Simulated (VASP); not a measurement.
Given:

```xyz
2
Lattice="0.0000 3.0700 3.0700 3.0700 0.0000 3.0700 3.0700 3.0700 0.0000" Properties=species:S:1:pos:R:3 pbc="T T T"
Al     0.0000     0.0000     0.0000
Sb     1.5350     1.5350     1.5350
```

Method: revTPSS meta-GGA, VASP's PBE PAW potentials (set 64) (plane waves; VASP). Run with 520 eV cut-off, 7×7×7 Γ-centred mesh, Gaussian smearing of 0.050 eV, potentials Al Sb.

Question: The ions, cell shape and volume are relaxed. Which structure does the run end with?

Answer: 
```xyz
2
Lattice="0.0000 3.0903 3.0903 3.0903 0.0000 3.0903 3.0903 3.0903 0.0000" Properties=species:S:1:pos:R:3 pbc="T T T"
Al     0.0000     0.0000     0.0000
Sb     1.5452     1.5452     1.5452
```
Space group F-43m (216), at a tolerance of 0.03 Å.

Question: How do energy and volume change from the first to the last step?

Answer: The energy (σ→0) changes by -2.0 meV/atom and the volume by +2.0 %, in 3 ionic steps.

The compound is AlSb in the zinc blende structure. This run relaxes it. Symmetry was kept, so distortions that lower it aren't found.
